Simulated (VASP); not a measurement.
# BaO (Fm-3m) in VASP: settings compared, part 2 of 2

VASP 6.6.1. Earlier steps stand in the parts before.

### 3 Equation of state, PBE, 19.97 Å³/atom (volume scaled by 0.96)

Contents of INCAR:

```
SYSTEM = BaO
PREC = Accurate ; ENCUT = 520
EDIFF = 1E-7 ; ISMEAR = -1
SIGMA = 0.05 ; LREAL = .False.
LASPH = .True. ; NELM = 80
ALGO = Normal ; ISIF = 2
LWAVE = .False. ; LCHARG = .False.
GGA = PE ; NBANDS = 15
```

Contents of KPOINTS:

```
Automatic mesh
0
Gamma
  8 8 8
  0 0 0
```

Contents of POSCAR:

```
BaO
1.0
    0.0000000000      2.7128332818      2.7128332818
    2.7128332818      0.0000000000      2.7128332818
    2.7128332818      2.7128332818      0.0000000000
Ba O
1 1
Direct
    0.0000000000      0.0000000000      0.0000000000
    0.5000000000      0.5000000000      0.5000000000
```

Potentials or basis: VASP PAW PBE potentials, release 64 (Ba_sv, O).

Command:

```console
$ cat potpaw_PBE.64/Ba_sv/POTCAR potpaw_PBE.64/O/POTCAR > POTCAR
$ mpirun -np 1 vasp_std > vasp.out
```

It took 22 s on 1 thread of Intel Xeon Platinum 8559C (Emerald Rapids), shared host; peak memory 0.17 GiB.

The run converged. Its results:

```
Free energy            : -11.6985 eV
Pressure               : 8.9 GPa
Band gap on the k mesh : 1.74 eV, direct
```

Caveat: spin-orbit coupling is left out, which moves the levels of the heavy elements.

### 4 Equation of state, PBE, 20.38 Å³/atom (volume scaled by 0.98)

Contents of INCAR:

```
PREC = Accurate ; ENCUT = 520
EDIFF = 1E-7 ; ISMEAR = -1
SIGMA = 0.05 ; LREAL = F
LASPH = T ; NELM = 80
ALGO = Normal ; ISIF = 2
LWAVE = F ; LCHARG = F
GGA = PE ; NBANDS = 15
```

Contents of KPOINTS:

```
regular mesh
0
Gamma
  8 8 8
```

Contents of POSCAR:

```
BaO
1.0
    0.0000000000      2.7315430680      2.7315430680
    2.7315430680      0.0000000000      2.7315430680
    2.7315430680      2.7315430680      0.0000000000
Ba O
1 1
Direct
    0.0000000000      0.0000000000      0.0000000000
    0.5000000000      0.5000000000      0.5000000000
```

Command:

```console
$ cat potpaw_PBE.64/Ba_sv/POTCAR potpaw_PBE.64/O/POTCAR > POTCAR
$ mpirun -np 1 vasp_std > vasp.out
```

Wall time 23 s (1 thread of Intel Xeon Platinum 8559C (Emerald Rapids), shared host); peak memory 0.17 GiB.

It converged, with:

```yaml
Free_energy: -11.7396 eV
Pressure: 6.8 GPa
Band_gap_on_the_k_mesh: 1.82 eV, direct
```

Caveat: spin-orbit coupling is left out, which moves the levels of the heavy elements.

### 5 Equation of state, PBE, 21.21 Å³/atom (volume scaled by 1.02)

Contents of INCAR:

```
SYSTEM = BaO
  PREC = Accurate
  ENCUT = 520
  EDIFF = 1E-7
  ISMEAR = -1
  SIGMA = 0.05
  LREAL = .FALSE.
  LASPH = .TRUE.
  NELM = 80
  ALGO = Normal
  ISIF = 2
  LWAVE = .FALSE.
  LCHARG = .FALSE.
  GGA = PE
  NBANDS = 15
```

Contents of KPOINTS:

```
regular mesh
0
G
  8 8 8
  0 0 0
```

Contents of POSCAR:

```
BaO
1.0
    0.0000000000      2.7682124513      2.7682124513
    2.7682124513      0.0000000000      2.7682124513
    2.7682124513      2.7682124513      0.0000000000
Ba O
1 1
Direct
    0.0000000000      0.0000000000      0.0000000000
    0.5000000000      0.5000000000      0.5000000000
```

Command:

```console
$ cat potpaw_PBE.64/Ba_sv/POTCAR potpaw_PBE.64/O/POTCAR > POTCAR
$ mpirun -np 1 vasp_std > vasp.out
```

Run time: 20 s. Hardware: 1 thread of Intel Xeon Platinum 8559C (Emerald Rapids), shared host; peak memory 0.17 GiB.

The run converged. Its results:

```
Free energy            : -11.7914 eV
Pressure               : 3.2 GPa
Band gap on the k mesh : 1.97 eV, direct
```

Caveat: spin-orbit coupling is left out, which moves the levels of the heavy elements.

### 6 Equation of state, PBE, 21.63 Å³/atom (volume scaled by 1.04)

Contents of INCAR:

```
PREC = Accurate
ENCUT = 520
EDIFF = 1E-7
ISMEAR = -1
SIGMA = 0.05
LREAL = F
LASPH = T
NELM = 100
ALGO = Normal
ISIF = 2
LWAVE = F
LCHARG = F
GGA = PE
NBANDS = 15
```

Contents of KPOINTS:

```
Automatic mesh
0
Gamma
  8 8 8
```

Contents of POSCAR:

```
BaO
1.0
    0.0000000000      2.7861883605      2.7861883605
    2.7861883605      0.0000000000      2.7861883605
    2.7861883605      2.7861883605      0.0000000000
Ba O
1 1
Direct
    0.0000000000      0.0000000000      0.0000000000
    0.5000000000      0.5000000000      0.5000000000
```

Potentials or basis: VASP PAW PBE potentials, release 64 (Ba_sv, O).

Command:

```console
$ cat potpaw_PBE.64/Ba_sv/POTCAR potpaw_PBE.64/O/POTCAR > POTCAR
$ mpirun -np 1 vasp_std > vasp.out
```

Run time: 28 s. Hardware: 1 thread of Intel Xeon Platinum 8559C (Emerald Rapids), shared host; peak memory 0.17 GiB.

The run converged. Its results:

```
Free energy            : -11.8042 eV
Pressure               : 1.6 GPa
Band gap on the k mesh : 2.03 eV, direct
```

Caveat: spin-orbit coupling is left out, which moves the levels of the heavy elements.

### 7 Equation of state, PBE, 22.04 Å³/atom (volume scaled by 1.06)

Changes to INCAR since step 6:

```diff
@@ -7,3 +7,3 @@
 LASPH = T
-NELM = 100
+NELM = 60
 ALGO = Normal
```

KPOINTS is that of step 6.

Contents of POSCAR:

```
BaO
1.0
    0.0000000000      2.8039352617      2.8039352617
    2.8039352617      0.0000000000      2.8039352617
    2.8039352617      2.8039352617      0.0000000000
Ba O
1 1
Direct
    0.0000000000      0.0000000000      0.0000000000
    0.5000000000      0.5000000000      0.5000000000
```

Command:

```console
$ cat potpaw_PBE.64/Ba_sv/POTCAR potpaw_PBE.64/O/POTCAR > POTCAR
$ mpirun -np 1 vasp_std > vasp.out
```

It took 26 s on 1 thread of Intel Xeon Platinum 8559C (Emerald Rapids), shared host; peak memory 0.17 GiB.

Results (log left out):

```
Free energy            : -11.8095 eV
Pressure               : 0.2 GPa
Band gap on the k mesh : 2.09 eV, direct
```

Caveat: spin-orbit coupling is left out, which moves the levels of the heavy elements.

### 8 Equation of state, PBE

No new run: the results of the series are fitted here.

Results:

```
Equilibrium volume : 22.15 Å³/atom (rough: see the caveat)
Bulk modulus       : 68 GPa (rough)
```

Energy against volume, from the lowest point:
```
volume (Å³/atom)  energy (meV/atom)
          19.549              81.85
          19.965              55.50
          20.381              34.94
          20.797              19.64
          21.213               9.01
          21.629               2.61
          22.045               0.00
```

Caveat: the minimum lies outside the volumes run. The run has no spin-orbit coupling, so splittings on Ba are missing.

### 9 Equation of state, PBEsol, 19.55 Å³/atom (volume scaled by 0.94)

Contents of INCAR:

```
PREC = Accurate
ENCUT = 520
EDIFF = 1E-7
ISMEAR = -1
SIGMA = 0.05
LREAL = False
LASPH = True
NELM = 60
ALGO = Normal
ISIF = 2
LWAVE = False
LCHARG = False
GGA = PS
NBANDS = 15
```

KPOINTS is that of step 7.

Contents of POSCAR:

```
BaO
1.0
    0.0000000000      2.6938617990      2.6938617990
    2.6938617990      0.0000000000      2.6938617990
    2.6938617990      2.6938617990      0.0000000000
Ba O
1 1
Direct
    0.0000000000      0.0000000000      0.0000000000
    0.5000000000      0.5000000000      0.5000000000
```

Potentials or basis: VASP PAW PBE potentials, release 64 (Ba_sv, O).

Command:

```console
$ cat potpaw_PBE.64/Ba_sv/POTCAR potpaw_PBE.64/O/POTCAR > POTCAR
$ mpirun -np 1 vasp_std > vasp.out
```

Run time: 26 s. Hardware: 1 thread of AMD EPYC 7R43 (Zen 3), shared host; peak memory 0.13 GiB.

The run converged. Its results:

* Free energy: -12.3282 eV
* Pressure: 7.4 GPa
* Band gap on the k mesh: 1.53 eV, direct

Caveat: the PAW data sets were made with another functional, which shifts forces and pressure a little; spin-orbit coupling is left out, which moves the levels of the heavy elements.

### 10 Equation of state, PBEsol, 19.97 Å³/atom (volume scaled by 0.96)

INCAR is that of step 9.

KPOINTS is that of step 9.

Contents of POSCAR:

```
BaO
1.0
    0.0000000000      2.7128332818      2.7128332818
    2.7128332818      0.0000000000      2.7128332818
    2.7128332818      2.7128332818      0.0000000000
Ba O
1 1
Direct
    0.0000000000      0.0000000000      0.0000000000
    0.5000000000      0.5000000000      0.5000000000
```

Command:

```console
$ cat potpaw_PBE.64/Ba_sv/POTCAR potpaw_PBE.64/O/POTCAR > POTCAR
$ mpirun -np 1 vasp_std > vasp.out
```

It took 29 s on 1 thread of AMD EPYC 7R43 (Zen 3), shared host; peak memory 0.14 GiB.

It converged, with:

| Property | Result |
| --- | --- |
| Free energy | -12.3612 eV |
| Pressure | 5.2 GPa |
| Band gap on the k mesh | 1.62 eV, direct |

Caveat: the PAW data sets were made with another functional, which shifts forces and pressure a little; spin-orbit coupling is left out, which moves the levels of the heavy elements.

### 11 Equation of state, PBEsol, 20.38 Å³/atom (volume scaled by 0.98)

INCAR is that of step 10.

KPOINTS is that of step 10.

Contents of POSCAR:

```
BaO
1.0
    0.0000000000      2.7315430680      2.7315430680
    2.7315430680      0.0000000000      2.7315430680
    2.7315430680      2.7315430680      0.0000000000
Ba O
1 1
Direct
    0.0000000000      0.0000000000      0.0000000000
    0.5000000000      0.5000000000      0.5000000000
```

Command:

```console
$ cat potpaw_PBE.64/Ba_sv/POTCAR potpaw_PBE.64/O/POTCAR > POTCAR
$ mpirun -np 1 vasp_std > vasp.out
```

It took 36 s on 1 thread of AMD EPYC 7R43 (Zen 3), shared host; peak memory 0.14 GiB.

It converged, with:

```yaml
Free_energy: -12.3835 eV
Pressure: 3.2 GPa
Band_gap_on_the_k_mesh: 1.71 eV, direct
```

Caveat: the PAW data sets were made with another functional, which shifts forces and pressure a little; spin-orbit coupling is left out, which moves the levels of the heavy elements.

### 12 Equation of state, PBEsol, 21.21 Å³/atom (volume scaled by 1.02)

INCAR is that of step 11.

KPOINTS is that of step 11.

Contents of POSCAR:

```
BaO
1.0
    0.0000000000      2.7682124513      2.7682124513
    2.7682124513      0.0000000000      2.7682124513
    2.7682124513      2.7682124513      0.0000000000
Ba O
1 1
Direct
    0.0000000000      0.0000000000      0.0000000000
    0.5000000000      0.5000000000      0.5000000000
```

Potentials or basis: VASP PAW PBE potentials, release 64 (Ba_sv, O).

Command:

```console
$ cat potpaw_PBE.64/Ba_sv/POTCAR potpaw_PBE.64/O/POTCAR > POTCAR
$ mpirun -np 1 vasp_std > vasp.out
```

Run time: 31 s. Hardware: 1 thread of AMD EPYC 7R43 (Zen 3), shared host; peak memory 0.14 GiB.

Results (log left out):

| Quantity | Value |
| --- | --- |
| Free energy | -12.3998 eV |
| Pressure | -0.1 GPa |
| Band gap on the k mesh | 1.86 eV, direct |

Caveat: the PAW data sets were made with another functional, which shifts forces and pressure a little; spin-orbit coupling is left out, which moves the levels of the heavy elements.

### 13 Equation of state, PBEsol, 21.63 Å³/atom (volume scaled by 1.04)

INCAR is that of step 12.

KPOINTS is that of step 12.

Contents of POSCAR:

```
BaO
1.0
    0.0000000000      2.7861883605      2.7861883605
    2.7861883605      0.0000000000      2.7861883605
    2.7861883605      2.7861883605      0.0000000000
Ba O
1 1
Direct
    0.0000000000      0.0000000000      0.0000000000
    0.5000000000      0.5000000000      0.5000000000
```

Command:

```console
$ cat potpaw_PBE.64/Ba_sv/POTCAR potpaw_PBE.64/O/POTCAR > POTCAR
$ mpirun -np 1 vasp_std > vasp.out
```

It took 32 s on 1 thread of AMD EPYC 7R43 (Zen 3), shared host; peak memory 0.14 GiB.

The run converged. Its results:

* Free energy: -12.3958 eV
* Pressure: -1.5 GPa
* Band gap on the k mesh: 1.93 eV, direct

Caveat: the PAW data sets were made with another functional, which shifts forces and pressure a little; spin-orbit coupling is left out, which moves the levels of the heavy elements.

### 14 Equation of state, PBEsol, 22.04 Å³/atom (volume scaled by 1.06)

INCAR is that of step 13.

KPOINTS is that of step 13.

Contents of POSCAR:

```
BaO
1.0
    0.0000000000      2.8039352617      2.8039352617
    2.8039352617      0.0000000000      2.8039352617
    2.8039352617      2.8039352617      0.0000000000
Ba O
1 1
Direct
    0.0000000000      0.0000000000      0.0000000000
    0.5000000000      0.5000000000      0.5000000000
```

Command:

```console
$ cat potpaw_PBE.64/Ba_sv/POTCAR potpaw_PBE.64/O/POTCAR > POTCAR
$ mpirun -np 1 vasp_std > vasp.out
```

Run time: 29 s. Hardware: 1 thread of AMD EPYC 7R43 (Zen 3), shared host; peak memory 0.14 GiB.

Results (log left out):

- Free energy: -12.3849 eV
- Pressure: -2.8 GPa
- Band gap on the k mesh: 2.00 eV, direct

Caveat: the PAW data sets were made with another functional, which shifts forces and pressure a little; spin-orbit coupling is left out, which moves the levels of the heavy elements.

### 15 Equation of state, PBEsol

Potentials or basis: VASP PAW PBE potentials, release 64 (Ba_sv, O).

No new run: the results of the series are fitted here.

What came out:

```
Equilibrium volume                      : 21.20 Å³/atom
Bulk modulus                            : 76 GPa
Pressure derivative of the bulk modulus : 4.7
```

Energy against volume, from the lowest point:
```tsv
volume (Å³/atom)	energy (meV/atom)
19.549	35.80
19.965	19.27
20.381	8.15
20.797	1.91
21.213	0.00
21.629	1.98
22.045	7.44
```

Caveat: the PAW data sets were made with another functional, which shifts forces and pressure a little. Zero-point motion and thermal expansion aren't in these numbers.
